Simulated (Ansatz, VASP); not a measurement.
# Two plane-wave programs on AlRu

File INCAR:

```
PREC = Accurate ; ENCUT = 520
EDIFF = 1E-7 ; ISMEAR = -1
SIGMA = 0.05 ; LREAL = F
LASPH = T ; NELM = 100
ALGO = Normal ; ISIF = 2
LWAVE = F ; LCHARG = F
GGA = PS ; NBANDS = 16
```

The input KPOINTS:

```
regular mesh
0
Gamma
  9 9 9
```

POSCAR

```
AlRu
1.0
    2.9511680166      0.0000000000      0.0000000000
    0.0000000000      2.9511680166      0.0000000000
    0.0000000000      0.0000000000      2.9511680166
Ru Al
1 1
Direct
    0.5000000000      0.5000000000      0.5000000000
    0.0000000000      0.0000000000      0.0000000000
```

The input input.yaml:

```yaml
crystal:
  lattice:
    - [2.9511680166, 0.0, 0.0]
    - [0.0, 2.9511680166, 0.0]
    - [0.0, 0.0, 2.9511680166]
  atoms:
    - { symbol: Ru, position: [0.5, 0.5, 0.5] }
    - { symbol: Al, position: [0.0, 0.0, 0.0] }
hamiltonian:
  xc: pbesol
  pseudopotentials: { kind: paw }
kpoints:
  mp_grid: { grid: [9, 9, 9] }
scf:
  occupations: { method: fermi_dirac, width: 0.05 }
output:
  forces: true
  stress: true
  eigenvalues: true
```

Change from the starting cell: volume scaled by 0.96.

Alike in both runs: task single point; functional PBEsol; k mesh 9 × 9 × 9; occupations fermi-dirac, width 0.05 eV; no spin polarisation.

```csv
,VASP,Ansatz
version,VASP 6.6.1,Ansatz 0.2.0
potentials or method,"VASP PAW PBE potentials, release 64 (Ru_pv, Al)",Ansatz PAW
plane-wave cutoff (eV),520,420
valence electrons in the cell,17,19
```

```csv
,VASP,Ansatz,Ansatz less VASP
gap on the k mesh at the Fermi level (eV),none,none,-
pressure (GPa),5.9,5.9,-0.09
```

A gap of «none» marks a metal or a gap that the smearing closes. The two sets of potentials don't hold the same shells in valence.

Caveats: the PAW data sets were made with another functional, which shifts forces and pressure a little (VASP); the PAW data sets come from PBE, with cores solved anew for the run's functional, which leaves a small shift of forces and pressure (Ansatz).
